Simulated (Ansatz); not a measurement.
## MnO2: what a change of element does

Computed with Ansatz (plane waves, PAW, 420 eV cutoff): PBE with spin–orbit coupling, two-component spinors, Gaussian smearing of 0.05 eV.

MnO2 was relaxed to zero pressure in the COD cell structure.

Symmetry: P4_2/mnm, No. 136, tetragonal system. The conventional cell has a = 4.450 Å, b = 4.450 Å, c = 2.877 Å, α = 90.00°, β = 90.00°, γ = 90.00°. Mn (site symmetry mmm) has 6 O at 1.89 to 1.92 Å as nearest neighbours. O (site symmetry m2m) has 3 Mn at 1.89 to 1.92 Å as nearest neighbours. Neighbours are those within 15 % of a site's shortest distance, so a longer bond may be listed from one end only.

Results for MnO2: a (Å) 4.450, c (Å) 2.877, V (Å³/atom) 9.49, shortest unlike bond (Å) 1.89, gap (eV) metal, largest moment (μB) 2.58, moments parallel, B0 (GPa) 222.

**Question.** All O is replaced by F and the cell relaxed again in the same space group. What comes out?

**Answer.** MnF2: a (Å) 4.950, c (Å) 3.339, V (Å³/atom) 13.64, shortest unlike bond (Å) 2.14, gap (eV) 1.18, largest moment (μB) 4.32, moments parallel, B0 (GPa) 82.

The volume changes by +43.6 %, or +12.8 % in mean length, and the shortest unlike bond by 0.25 Å. The bulk modulus goes from 221.6 to 81.6 GPa.

The magnetic order is the one that the runs kept or chose among a few; it needn't be the lowest. Without a Hubbard U or exact exchange, open d and f levels lie too near the Fermi level, so the metal or small gap found for MnO2 may be the functional's error. With spin–orbit coupling the moments given are the spin parts, on Gaussian weights and not in spheres, so not strictly comparable; the coupling mixes the spins and lowers them further, and orbital moments aren't given. Gaps are (generalised) Kohn–Sham gaps. Semilocal functionals put them too low, often by a third to a half, so a small gap or a slight overlap here can be a sizeable gap in the solid.

All runs used the PAW datasets of the set soft_2.
